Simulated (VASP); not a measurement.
Output of a VASP run:

OUTCAR:
```
 ion  position               nearest neighbor table
   1  0.000  0.000  0.000-
   2  0.500  0.500  0.500-
  LATTYP: Found a simple cubic cell.
 ALAT       =     4.2045293614
 Subroutine PRICEL returns:
 Original cell was already a primitive cell.
 Subroutine GETGRP returns: Found 48 space group operations
The static configuration has the point symmetry O_h .
The dynamic configuration has the point symmetry O_h .
 Subroutine INISYM returns: Found 48 space group operations
 Subroutine IBZKPT returns following result:
 Found     20 irreducible k-points:

 Following reciprocal coordinates:
            Coordinates               Weight
  0.000000  0.000000  0.000000      1.000000
  0.142857  0.000000  0.000000      6.000000
  0.285714  0.000000  0.000000      6.000000
  0.428571  0.000000  0.000000      6.000000
  0.142857  0.142857  0.000000     12.000000
  0.285714  0.142857  0.000000     24.000000
  0.428571  0.142857  0.000000     24.000000
  0.285714  0.285714  0.000000     12.000000
  0.428571  0.285714  0.000000     24.000000
  0.428571  0.428571  0.000000     12.000000
  0.142857  0.142857  0.142857      8.000000
  0.285714  0.142857  0.142857     24.000000
  0.428571  0.142857  0.142857     24.000000
  0.285714  0.285714  0.142857     24.000000
  0.428571  0.285714  0.142857     48.000000
  0.428571  0.428571  0.142857     24.000000
  0.285714  0.285714  0.285714      8.000000
  0.428571  0.285714  0.285714     24.000000
  0.428571  0.428571  0.285714     24.000000
  0.428571  0.428571  0.428571      8.000000
   k-points           NKPTS =     20   k-points in BZ     NKDIM =     20   number of bands    NBANDS=     12
   number of dos      NEDOS =    601   number of ions     NIONS =      2
   total plane-waves  NPLWV =  32768
   dimension x,y,z NGX =    32 NGY =   32 NGZ =   32
   dimension x,y,z NGXF=    64 NGYF=   64 NGZF=   64
   ions per type =               1   1
   PREC   = accura    normal or accurate (medium, high low for compatibility)
   ISTART =      0    job   : 0-new  1-cont  2-samecut
   ICHARG =      2    charge: 1-file 2-atom 10-const
   ISPIN  =      1    spin polarized calculation?
   LNONCOLLINEAR =      F non collinear calculations
   LSORBIT =      F    spin-orbit coupling
   INIWAV =      1    electr: 0-lowe 1-rand  2-diag
   ENCUT  =  520.0 eV  38.22 Ry    6.18 a.u.   7.82  7.82  7.82*2*pi/ulx,y,z
   NELM   =    100;   NELMIN=  2; NELMDL= -5     # of ELM steps
   EDIFF  = 0.1E-06   stopping-criterion for ELM
   LREAL  =      F    real-space projection
   NLSPLINE    = F    spline interpolate recip. space projectors
   LMAXMIX     =    4 max onsite mixed and CHGCAR
   VOSKOWN=      0    Vosko Wilk Nusair interpolation
   EDIFFG = 0.1E-05   stopping-criterion for IOM
   NSW    =      0    number of steps for IOM
   NBLOCK =      1;   KBLOCK =      1    inner block; outer block
   IBRION =     -1    ionic relax: 0-MD 1-quasi-New 2-CG
   NFREE  =      0    steps in history (QN), initial steepest desc. (CG)
   ISIF   =      2    stress and relaxation
   ISYM   =      2    0-nonsym 1-usesym 2-fastsym
   TEIN   =    0.0    initial temperature
   TEBEG  =    0.0;   TEEND  =   0.0 temperature during run
   SMASS  =  -3.00    Nose mass-parameter (am)
   PSTRESS=    0.0 pullay stress
   NELECT =      16.0000    total number of electrons
   EFERMI =   0.00;   METHOD = LEGACY
   ISMEAR =    -5;   SIGMA  =   0.20  broadening in eV -4-tet -1-fermi 0-gaus
   IALGO  =     38    algorithm
   LDIAG  =      T    sub-space diagonalisation (order eigenvalues)
   IMIX   =      4    mixing-type and parameters
     AMIX     =   0.40;   BMIX     =  1.00
     AMIX_MAG =   1.60;   BMIX_MAG =  1.00
     AMIN     =   0.10
   GGA     = PE    functional components
   VOSKOWN =     0    Vosko Wilk Nusair interpolation
   LHFCALC =     F    Hartree Fock is set to
   LHFONE  =     F    Hartree Fock one center treatment
...
```

OSZICAR:
```
       N       E                     dE             d eps       ncg     rms          rms(c)
DAV:   1     0.965392734683E+02    0.96539E+02   -0.68086E+03   480   0.114E+03
DAV:   2     0.333709210068E+00   -0.96206E+02   -0.89512E+02   728   0.184E+02
DAV:   3    -0.689805361374E+01   -0.72318E+01   -0.72082E+01   600   0.584E+01
DAV:   4    -0.697642786227E+01   -0.78374E-01   -0.78335E-01   568   0.746E+00
DAV:   5    -0.697762356106E+01   -0.11957E-02   -0.11956E-02   616   0.914E-01    0.232E+00
DAV:   6    -0.658834221490E+01    0.38928E+00   -0.66613E-01   548   0.454E+00    0.179E+00
DAV:   7    -0.654015088230E+01    0.48191E-01   -0.20313E-01   612   0.250E+00    0.105E+00
DAV:   8    -0.654070068784E+01   -0.54981E-03   -0.17006E-02   584   0.972E-01    0.143E-01
DAV:   9    -0.654123454538E+01   -0.53386E-03   -0.42605E-03   588   0.416E-01    0.126E-01
DAV:  10    -0.654132455798E+01   -0.90013E-04   -0.38285E-04   572   0.153E-01    0.175E-02
DAV:  11    -0.654134084783E+01   -0.16290E-04   -0.42218E-05   616   0.461E-02    0.666E-03
DAV:  12    -0.654134055380E+01    0.29403E-06   -0.11588E-05   588   0.215E-02    0.321E-03
DAV:  13    -0.654134038260E+01    0.17120E-06   -0.41446E-07   588   0.488E-03    0.139E-03
DAV:  14    -0.654134041854E+01   -0.35946E-07   -0.27030E-07   560   0.298E-03
   1 F= -.70160472E+01 E0= -.70160472E+01  d E =0.000000E+00
```

**OUTCAR**
```
------------------------ aborting loop because EDIFF is reached ----------------------------------------
 Edisp (eV)   -0.47471
  FORCE on cell =-STRESS in cart. coord.  units (eV):
  Direction    XX          YY          ZZ          XY          YZ          ZX
  --------------------------------------------------------------------------------------
  Total      -0.00975    -0.00975    -0.00975     0.00000     0.00000     0.00000
  in kB      -0.21009    -0.21009    -0.21009     0.00000     0.00000     0.00000
  external pressure =       -0.21 kB  Pullay stress =        0.00 kB
  volume of cell :       74.33
      direct lattice vectors                 reciprocal lattice vectors
     4.204529361  0.000000000  0.000000000     0.237838748  0.000000000  0.000000000
     0.000000000  4.204529361  0.000000000     0.000000000  0.237838748  0.000000000
     0.000000000  0.000000000  4.204529361     0.000000000  0.000000000  0.237838748
 POSITION                                       TOTAL-FORCE (eV/Angst)
 -----------------------------------------------------------------------------------
      0.00000      0.00000      0.00000         0.000000      0.000000      0.000000
      2.10226      2.10226      2.10226         0.000000      0.000000      0.000000
 -----------------------------------------------------------------------------------
    total drift:                                0.000000      0.000000     -0.000000
  FREE ENERGIE OF THE ION-ELECTRON SYSTEM (eV)
  ---------------------------------------------------
  free  energy   TOTEN  =        -7.0160471608 eV

  energy  without entropy=       -7.0160471608  energy(sigma->0) =       -7.01604716

 total charge

# of ion       s       p       d       tot
------------------------------------------
    1        1.834   4.710   0.026   6.569
    2        1.590   3.544   0.000   5.135
--------------------------------------------------
tot          3.424   8.255   0.026  11.704
```
(Selected blocks of OUTCAR.)

**POSCAR**
```
CsCl
1
    4.2045293614     0.0000000000     0.0000000000
    0.0000000000     4.2045293614     0.0000000000
    0.0000000000     0.0000000000     4.2045293614
Cs Cl
1 1
Direct
  0.0000000000   0.0000000000   0.0000000000
  0.5000000000   0.5000000000   0.5000000000
```

**Question.** Write an INCAR and KPOINTS that could have produced this output.

**Answer.** Several could match; the one computed here: the input of the run itself, PBE GGA with D3 dispersion (zero damping), plane waves, VASP's PBE PAW potentials (set 64).

### INCAR
```
# general
SYSTEM   =  CsCl
PREC     =  Accurate
ENCUT    =  520
LREAL    =  .FALSE.   # projection in real space or not
LASPH    =  .TRUE.

# electronic loop
EDIFF    =  1E-7
NELM     =  100
ALGO     =  Normal   # blocked Davidson
LMAXMIX  =  4

# smearing
ISMEAR   =  -5

# functional
GGA      =  PE   # PBE
IVDW     =  11   # D3, zero damping

# ions
ISIF     =  2

# output
LWAVE    =  .FALSE.
LCHARG   =  .TRUE.
LORBIT   =  11   # lm-projected
NEDOS    =  601   # DOS grid
```

**KPOINTS**
```
Regular mesh
0
gamma
 7 7 7
0 0 0
```

POTCAR, in this order: Cs_sv Cl (PBE.64 set). Program: vasp_std.

The compound is CsCl in the CsCl type structure. It was relaxed first, which changed the volume by +6 %.
